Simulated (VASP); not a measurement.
Set up this calculation in VASP 6.6.1, as the native input.

- Task: relaxation of cell and atoms
- Functional: PBE
- Dispersion: D3(BJ)
- Potentials or basis: VASP PAW PBE potentials, release 64 (Hg, Se)
- Cutoff: 600 eV
- k mesh: 10 × 10 × 10
- Occupations: gaussian, width 0.03 eV
- Spin: no spin polarisation
- Further INCAR settings: ALGO = Normal; EDIFF = 1e-07; IBRION = 2; EDIFFG = -0.005; NSW = 90; ISIF = 3

The structure of HgSe lies in POSCAR:

```
HgSe                                    
1.0
   -0.0000000000      3.0914572674      3.0914572674
    3.0914572674      0.0000000000      3.0914572674
    3.0914572674      3.0914572674     -0.0000000000
  Hg              Se            
     1     1
Direct
     0.0000000000000000    0.0000000000000000    0.0000000000000000
     0.2500000000000000    0.2500000000000000    0.2500000000000000
```

The input as run:

INCAR

```
ALGO     = Normal         # electronic algorithm
EDIFF    = 1E-7           # SCF threshold, eV
EDIFFG   = -0.005         # ionic threshold
ENCUT    = 600            # plane-wave cutoff, eV
GGA      = PE             # functional
IBRION   = 2              # ionic algorithm
ISIF     = 3              # what is computed and relaxed
ISMEAR   = 0              # smearing method
IVDW     = 12             # dispersion correction
LASPH    = True           # aspherical terms in the spheres
LCHARG   = False          # write CHGCAR
LREAL    = False          # projectors in reciprocal space
LWAVE    = False          # write WAVECAR
NELM     = 80             # most SCF steps
NSW      = 90             # ionic steps
PREC     = Accurate       # precision mode
SIGMA    = 0.03           # smearing width, eV
```

KPOINTS

```
k-points
0
Gamma
  10 10 10
```

Potentials or basis: VASP PAW PBE potentials, release 64 (Hg, Se).

The run is started by

```sh
$ cat potpaw_PBE.64/Hg/POTCAR potpaw_PBE.64/Se/POTCAR > POTCAR
$ mpirun -np 1 vasp_std > vasp.out
```

It gave:

```
Pressure after relaxing    : 0.0 GPa
Band gap on the k mesh     : none (metal or under the smearing width)
Dispersion energy per atom : -0.317 eV
```

Caveat: the relaxation stopped at its first step, so nothing moved; pairwise dispersion overbinds metals, which lowers pressure and volume.

It took 41 s on 1 thread of Intel(R) Xeon(R) Platinum 8375C CPU @ 2.90GHz (Ice Lake) (shared host), peak memory 0.24 GiB.
